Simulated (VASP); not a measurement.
MoSe2: band structure with PBEsol

The system is MoSe2.

```xyz
6
Lattice="3.2880 0.0000 0.0000 -1.6440 2.8475 0.0000 0.0000 0.0000 12.9000" Properties=species:S:1:pos:R:3 pbc="T T T"
Mo    1.6440    0.9492    9.6750
Mo    0.0000    1.8983    3.2250
Se    1.6440    0.9492    4.8375
Se    0.0000    1.8983   11.2875
Se    1.6440    0.9492    1.6125
Se    0.0000    1.8983    8.0625
```

```
Program                : VASP 6.6.1
Task                   : band structure
Functional             : PBEsol
Potentials or basis    : VASP PAW PBE potentials, release 64 (Mo_sv, Se)
Cutoff                 : 520 eV
k mesh                 : 9 × 9 × 2
Occupations            : fermi-dirac, width 0.05 eV
Spin                   : no spin polarisation
Further INCAR settings : ALGO = Normal; EDIFF = 1e-07
```

- Pressure: 3.6 GPa
- Largest force: 0.848 eV/Å
- Band gap on the k mesh: 0.87 eV, indirect (least direct gap 1.37 eV)
- Band gap along the path: 0.81 eV, indirect (least direct gap 1.37 eV)

Forces on the atoms (eV/Å):
```
Mo   0.000  0.000  0.000
Mo   0.000  0.000  0.000
Se   0.000  0.000  0.848
Se   0.000  0.000  0.848
Se   0.000  0.000 -0.848
Se   0.000  0.000 -0.848
```

Stress tensor (GPa, compression positive):
```
1.63 0.00 0.00
0.00 1.63 0.00
0.00 0.00 7.42
```

Levels at the corners of the path, in eV from the valence-band top:
```
point  band 22  band 23  band 24  band 25  band 26  band 27  band 28  band 29  band 30  band 31
    Γ    -1.84    -1.84    -1.11    -0.87     0.00     2.41     2.41     2.46     2.46     2.70
    M    -2.24    -1.41    -1.35    -1.24    -1.21     1.36     1.40     1.72     1.99     2.70
    M    -2.24    -1.41    -1.35    -1.24    -1.21     1.36     1.40     1.72     1.99     2.70
    K    -3.68    -2.46    -2.46    -0.69    -0.51     0.87     0.87     1.71     2.67     2.70
    K    -3.68    -2.46    -2.46    -0.69    -0.51     0.87     0.87     1.71     2.67     2.68
    Γ    -1.84    -1.84    -1.11    -0.87     0.00     2.41     2.41     2.46     2.46     2.70
    Γ    -1.84    -1.84    -1.11    -0.87     0.00     2.41     2.41     2.46     2.46     2.71
    A    -1.86    -1.86    -1.86    -0.20    -0.20     2.42     2.42     2.42     2.42     2.80
    A    -1.86    -1.86    -1.86    -0.20    -0.20     2.42     2.42     2.42     2.42     2.80
    L    -2.38    -1.31    -1.31    -1.28    -1.28     1.38     1.38     1.86     1.86     3.13
    L    -2.38    -1.31    -1.31    -1.28    -1.28     1.38     1.38     1.86     1.86     3.13
    H    -3.35    -2.60    -2.60    -0.61    -0.61     0.87     0.87     2.17     2.17     2.72
    H    -3.35    -2.60    -2.60    -0.61    -0.61     0.87     0.87     2.17     2.17     2.72
    A    -1.86    -1.86    -1.86    -0.20    -0.20     2.42     2.42     2.42     2.42     2.80
    L    -2.38    -1.31    -1.31    -1.28    -1.28     1.38     1.38     1.86     1.86     3.13
    M    -2.24    -1.41    -1.35    -1.24    -1.21     1.36     1.40     1.72     1.99     2.70
    K    -3.68    -2.46    -2.46    -0.69    -0.51     0.87     0.87     1.71     2.67     2.69
    H    -3.35    -2.60    -2.60    -0.61    -0.61     0.87     0.87     2.17     2.17     2.72
```

Wall time 120 s on 1 thread of AMD EPYC 9R45 96-Core Processor (Zen 5) (shared host), peak memory 0.26 GiB.

Caveat: the PAW data sets were made with another functional, which shifts forces and pressure a little; the cell's inner coordinates are idealised or old, which leaves forces on the atoms; this functional lacks dispersion, which binds the layers, so the pressure and a relaxed spacing across them are unreliable.
